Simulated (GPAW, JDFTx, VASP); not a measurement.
## BAs: programs and potentials compared

```
As B
1.0
     0.00000    2.38850    2.38850
     2.38850    0.00000    2.38850
     2.38850    2.38850    0.00000
As B
1 1
Direct
  0.75000 0.75000 0.75000
  0.00000 0.00000 0.00000
```

Alike in all runs: task band structure; functional r2SCAN; k mesh 10 × 10 × 10; occupations fermi-dirac, width 0.05 eV; no spin polarisation; no spin-orbit coupling. Pressure is positive in compression and, in plane waves, holds the error of the finite cutoff. Gaps are the smaller of the mesh's and the band path's.

```tsv
program and potentials	plane-wave cutoff (eV)	notes	band gap (eV)	pressure (GPa)
VASP, PBE PAW files As, B, 520 eV	520	potentials made for PBE	1.37	0.88
JDFTx, SG15-PBE-1.2 with smoothed tails	1088	potentials made for PBE	1.31	-
GPAW, GPAW PAW data sets (gpaw-data 1.2.1)	800	potentials made for PBE	?	?
```

Question: Estimate from the other rows what the run with GPAW, GPAW PAW data sets (gpaw-data 1.2.1) gave.

Answer: Band gap 1.37 eV; pressure 0.80 GPa. The other rows, which needn't bracket it: band gap 1.31 to 1.37; pressure 0.88.
